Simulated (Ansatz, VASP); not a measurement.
## SiO2 in VASP and in Ansatz

```
Si O
1.0
     4.40556    0.00000    0.00000
     0.00000    4.40556    0.00000
     0.00000    0.00000    2.47524
Si O
2 4
Direct
  0.50000 0.50000 0.50000
  0.00000 0.00000 0.00000
  0.69302 0.69302 0.00000
  0.19302 0.80698 0.50000
  0.30698 0.30698 0.00000
  0.80698 0.19302 0.50000
```

Change from the starting cell: strain +0.040 along x and y, -0.080 along z, atoms carried along.

Alike in both runs: task single point; functional PBE; k mesh 6 × 6 × 8; occupations gaussian, width 0.05 eV; no spin polarisation.

|  | VASP | Ansatz |
| --- | --- | --- |
| version | VASP 6.6.1 | Ansatz 0.2.0 |
| potentials or method | VASP PAW PBE potentials, release 64 (Si, O) | scalar-relativistic, plane waves, PAW |
| plane-wave cutoff (eV) | 520 | 420 |
| valence electrons in the cell | 32 | 32 |

|  | VASP | Ansatz | Ansatz less VASP |
| --- | --- | --- | --- |
| gap on the k mesh at the Fermi level (eV) | 5.33 | 5.35 | +0.020 |
| least direct gap on the mesh (eV) | 5.33 | 5.35 | +0.020 |
| pressure (GPa) | 11.1 | 10.8 | -0.30 |
| largest component of the traceless stress (GPa) | 43.53 | 42.80 | -0.733 |
| rms of the force components (eV/Å) | 0.391 | 0.415 | +0.0240 |

Atom by atom the forces differ by 0.024 eV/Å (rms over components).

A k mesh can miss the band edges.
